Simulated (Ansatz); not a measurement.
Here is an Ansatz 0.2.0 calculation.

The input input.yaml:

```yaml
crystal:
  lattice:
    - [2.8795009639, 0.0, 0.0]
    - [0.039072758, 2.8792794796, 0.0]
    - [0.0174953863, 0.0172449008, 5.1763391994]
  atoms:
    - { symbol: Cu, position: [0.0, 0.5, 0.0] }
    - { symbol: Cu, position: [0.5, 0.0, 0.5] }
    - { symbol: O, position: [0.99842397, 0.00167178, 0.7498871] }
    - { symbol: O, position: [0.00157603, 0.99832822, 0.2501129] }
hamiltonian:
  xc: rpbe
  pseudopotentials: { kind: paw }
kpoints:
  mp_grid: { grid: [9, 9, 5] }
scf:
  occupations: { method: fermi_dirac, width: 0.05 }
output:
  forces: true
  stress: true
  eigenvalues: true
relax:
  f_tol: 0.01
  max_steps: 40
  cell: { stress_tol: 0.05 }
```

Potentials or basis: Ansatz PAW.

The run is started by

```console
$ ansatz run input.yaml --threads 2 --pin off --max-ram 5632MiB --backend cpu --events-out ev --progress --plain --runs-dir out
```

Task: Estimate the band gap on the k mesh.

Result: None (metal or under the smearing width).

Task: What does it give for the space group after relaxing (to 0.05 Å)?

Result: P4_2/mmc (No. 131).

Task: Predict the relaxed cell.

Result: a = 2.991 Å, b = 2.990 Å, c = 5.193 Å, α = 89.98°, β = 89.98°, γ = 89.87°.

Final structure:
```cif
data_structure
_symmetry_space_group_name_H-M 'P 1'
_symmetry_Int_Tables_number 1
_cell_length_a 2.9905
_cell_length_b 2.9905
_cell_length_c 5.1925
_cell_angle_alpha 89.977
_cell_angle_beta 89.977
_cell_angle_gamma 89.873
_cell_volume 46.44
loop_
_atom_site_label
_atom_site_type_symbol
_atom_site_fract_x
_atom_site_fract_y
_atom_site_fract_z
_atom_site_occupancy
Cu1 Cu 0.00000 0.50000 0.00000 1
Cu2 Cu 0.50000 0.00000 0.50000 1
O1 O 0.99988 0.00012 0.75000 1
O2 O 0.00012 0.99988 0.25000 1
```

Caveat: the run has no spin polarisation, though such a crystal can be magnetic; semilocal functionals often make such compounds metallic where correlation or magnetic order opens a gap, which also shifts bond lengths. With open d or f shells a metallic result of RPBE can be an artefact of self-interaction; +U or a hybrid may open a gap.
